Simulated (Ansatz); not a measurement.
# Ionic part of the dielectric constant of HfO2 at 7 GPa, mode by mode

The calculation used DFT PBEsol, scalar-relativistic, plane waves, PAW in Ansatz. Cutoff 420 eV, 6×6×6 k-points (Γ-centred), fixed occupations. No spin polarisation. Phonons by linear response, acoustic sum rule imposed.

The structure is tetragonal, space group P4_2/nmc (No. 137). Conventional cell: a = 3.537 Å, b = 3.537 Å, c = 5.086 Å, α = 90.00°, β = 90.00°, γ = 90.00°. Hf (site symmetry -4m2) is surrounded by 8 O at 2.06 to 2.31 Å. Around O (site symmetry 2mm) lie 4 Hf at 2.06 to 2.31 Å.

Spin–orbit coupling is left out, which matters for heavy elements. Other phases may be more stable at this pressure.

The primitive cell has V = 63.62 Å³ and ε∞,yy = 5.357. Each polar mode adds Δε = (4.92064×10⁷/V)·S/ν² along y, with S its oscillator strength in e²/amu, ν in cm⁻¹ and V in Å³.

**Question.** From these modes, find each Δε and ε0,yy.
| ν (cm⁻¹) | S_yy (e²/amu) |
| --- | --- |
| 126.2 | 0.9202 |
| 464.3 | 1.436 |

**Answer.**
| ν (cm⁻¹) | Δε |
| --- | --- |
| 126.2 | 44.70 |
| 464.3 | 5.15 |

The sum is 49.847, so ε0,yy = 55.20; the run's tensor has 55.20.

**Question.** Where do the longitudinal modes lie for a wave vector along y?

**Answer.** At 266, 708 cm⁻¹. The Lyddane–Sachs–Teller product Π(ν_LO/ν_TO)² = 10.30 matches ε0/ε∞ = 10.30.

This form isn't the usual stable structure of the compound at low pressure.

Cost: 1 run of about 3.2 core-minutes, on Intel Xeon 6975P-C (Granite Rapids) (shared hosts).